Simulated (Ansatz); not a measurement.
# Ag (Ag, diamond): the cost of one run

Method: DFT revPBE, plane waves (420 eV) with PAW, scalar-relativistic; PAW files made under PBE, frozen cores solved again for the functional, in Ansatz 0.2.0.

## Step 1: Starting point

It takes space group Fd-3m (No. 227, cubic). Conventional cell: a = 5.690 Å, b = 5.690 Å, c = 5.690 Å, α = 90.00°, β = 90.00°, γ = 90.00°. Ag (site symmetry -43m) is surrounded by 4 Ag at 2.46 Å.

Coordinates:

```cif
data_structure
_symmetry_space_group_name_H-M 'P 1'
_symmetry_Int_Tables_number 1
_cell_length_a 4.0234
_cell_length_b 4.0234
_cell_length_c 4.0234
_cell_angle_alpha 60.000
_cell_angle_beta 60.000
_cell_angle_gamma 60.000
_cell_volume 46.05
loop_
_atom_site_label
_atom_site_type_symbol
_atom_site_fract_x
_atom_site_fract_y
_atom_site_fract_z
_atom_site_occupancy
Ag1 Ag 0.12500 0.12500 0.12500 1
Ag2 Ag 0.87500 0.87500 0.87500 1
```

## Step 2: Geometry optimisation

input.yaml

```yaml
crystal:
  lattice:
    - [0.0, 2.8449690438, 2.8449690438]
    - [2.8449690438, 0.0, 2.8449690438]
    - [2.8449690438, 2.8449690438, 0.0]
  atoms:
    - { symbol: Ag, position: [0.125, 0.125, 0.125] }
    - { symbol: Ag, position: [0.875, 0.875, 0.875] }
hamiltonian:
  xc: revpbe
  pseudopotentials:
    kind: paw
    azcp:
      Ag: "pseudopotentials/Ag.paw.azcp"
basis:
  ecutwfc: 420
  fft_grid_basis: typed
kpoints:
  mp_grid: { grid: [10, 10, 10], shift: [0, 0, 0] }
magnetization:
  spin_polarized: false
scf:
  occupations: { method: fermi_dirac, width: 0.1 }
relax:
  max_steps: 60
  f_tol: 0.01
  cell: {}
```

What time and memory should one allow on 2 threads of Arm Neoverse N1, shared host?

About 18 s, with a peak of 0.35 GiB.
